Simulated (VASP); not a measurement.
Runs of VASP 6.6.1 on Ni. The cell holds a slab with vacuum, 7 atoms: a = 2.489 Å, b = 2.489 Å, c = 28.194 Å, α = 90.00°, β = 90.00°, γ = 60.00°. The cell was built by a generator and needn't be a form met in nature.

```tsv
spin	cutoff (eV)	smearing	gap on the mesh (eV)	moment (μB)	largest force (eV/Å)	work function (eV)
collinear, ferromagnetic start	520	fermi-dirac 0.03 eV	none	4.30	0.49	5.16
collinear, ferromagnetic start	300	methfessel-paxton 0.1 eV	none	4.29	0.49	5.16
collinear, ferromagnetic start	700	methfessel-paxton 0.1 eV	none	(b)	0.49	5.16
off	520	methfessel-paxton 0.1 eV	none	-	(a)	5.30
collinear, ferromagnetic start	520	gaussian 0.5 eV	none	3.59	0.43	5.19
```

Alike in all rows: task work function; level PBEsol; potentials or basis VASP PAW PBE potentials, release 64 (Ni); cell as given; k mesh 16 × 16 × 1.

Question: Fill in the values left out.

Answer: (a) 0.45; (b) 4.28.

Caveats: the PAW data sets were made with another functional, which shifts forces and pressure a little.

A gap of «none» marks a metal or a gap under the smearing width.
